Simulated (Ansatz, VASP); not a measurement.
**One calculation of MgO, two programs**

Contents of POSCAR:

```
MgO
1.0
    3.3210994004      0.0000000000      0.0000000000
   -1.6605497002      2.8761564492      0.0000000000
    0.0000000000      0.0000000000      5.0847099375
Mg O
2 2
Direct
    0.3333333333      0.6666666667     -0.0095101543
    0.6666666667      0.3333333333      0.4904898457
    0.3333333333      0.6666666667      0.3845101543
    0.6666666667      0.3333333333      0.8845101543
```

INCAR.step1

```
PREC = Accurate
ENCUT = 520
ISMEAR = 0
SIGMA = 0.01
LREAL = False
LASPH = True
NELM = 80
NBANDS = 16
GGA = PE
ALGO = Normal
EDIFF = 1E-4
LWAVE = True
LCHARG = False
```

File INCAR.step2:

```
PREC = Accurate
ENCUT = 520
EDIFF = 1E-6
ISMEAR = 0
SIGMA = 0.01
LREAL = False
LASPH = True
NELM = 80
ALGO = Normal
ISIF = 2
LWAVE = False
LCHARG = False
METAGGA = R2SCAN
LMIXTAU = True
NBANDS = 16
ISTART = 1
```

File KPOINTS:

```
regular mesh
0
Gamma
  12 12 6
```

Input for Ansatz:

```yaml
crystal:
  lattice:
    - [3.3210994004, 0.0, 0.0]
    - [-1.6605497002, 2.8761564492, 0.0]
    - [0.0, 0.0, 5.0847099375]
  atoms:
    - { symbol: Mg, position: [0.3333333333, 0.6666666667, -0.0095101543] }
    - { symbol: Mg, position: [0.6666666667, 0.3333333333, 0.4904898457] }
    - { symbol: O, position: [0.3333333333, 0.6666666667, 0.3845101543] }
    - { symbol: O, position: [0.6666666667, 0.3333333333, 0.8845101543] }
kpoints:
  mp_grid: { grid: [12, 12, 6] }
  band_path:
    path:
      - [0.0, 0.0, 0.0]
      - [0.5, 0.0, 0.0]
      - [0.3333333333, 0.3333333333, 0.0]
      - [0.0, 0.0, 0.5]
      - [0.5, 0.0, 0.5]
      - [0.3333333333, 0.3333333333, 0.5]
    npoints: 1
hamiltonian:
  xc: r2scan
scf:
  occupations: { method: fixed }
  n_extra_bands: 5
output:
  forces: true
  stress: true
  eigenvalues: true
```

Change from the starting cell: hydrostatic strain +1.0%.

Alike in both runs: task single point; functional r2SCAN; k mesh 12 × 12 × 6; no spin polarisation.

```csv
,VASP,Ansatz
version,VASP 6.6.1,Ansatz 0.2.0
potentials or method,"VASP PAW PBE potentials, release 64 (Mg, O)","plane waves, PAW"
plane-wave cutoff (eV),520,500
occupations,"gaussian, width 0.01 eV",fixed
valence electrons in the cell,16,32
```

```csv
,VASP,Ansatz,Ansatz less VASP
gap on the k mesh at the Fermi level (eV),4.04,4.06,+0.015
pressure (GPa),-4.1,-3.5,+0.59
largest component of the traceless stress (GPa),0.56,0.51,-0.053
```

The two sets of potentials don't hold the same shells in valence.

Caveats: the PAW data sets were made with another functional, which shifts forces and pressure a little (VASP). A k mesh can miss the band edges.
